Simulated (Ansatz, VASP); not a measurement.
## HfB2 in VASP and in Ansatz

```
Hf B
1.0
     3.12727    0.00000    0.00000
    -1.56363    2.70829    0.00000
     0.00000    0.00000    3.44697
Hf B
1 2
Direct
  0.00000 0.00000 0.00000
  0.33333 0.66667 0.50000
  0.66667 0.33333 0.50000
```

Alike in both runs: task single point; functional PBEsol; k mesh 15 × 15 × 12; occupations gaussian, width 0.1 eV; no spin polarisation.

|  | VASP | Ansatz |
| --- | --- | --- |
| version | VASP 6.6.1 | Ansatz 0.2.0 |
| potentials or method | VASP PAW PBE potentials, release 64 (Hf_pv, B) | scalar-relativistic, plane waves, PAW |
| plane-wave cutoff (eV) | 520 | 600 |
| valence electrons in the cell | 16 | 32 |

VASP gave:

* gap on the k mesh at the Fermi level (eV): none
* pressure (GPa): 0.0
* largest component of the traceless stress (GPa): 0.23

Task: What did Ansatz give for the same quantities?

Result: gap on the k mesh at the Fermi level (eV): none; pressure (GPa): 0.0; largest component of the traceless stress (GPa): 0.02.

A gap of «none» marks a metal or a gap that the smearing closes. The functional is the same, so the differences come from potentials, cutoffs and numerics. The two sets of potentials don't hold the same shells in valence.

Caveats: the PAW data sets were made with another functional, which shifts forces and pressure a little (VASP). The runs have no spin-orbit coupling, so splittings on Hf are missing.
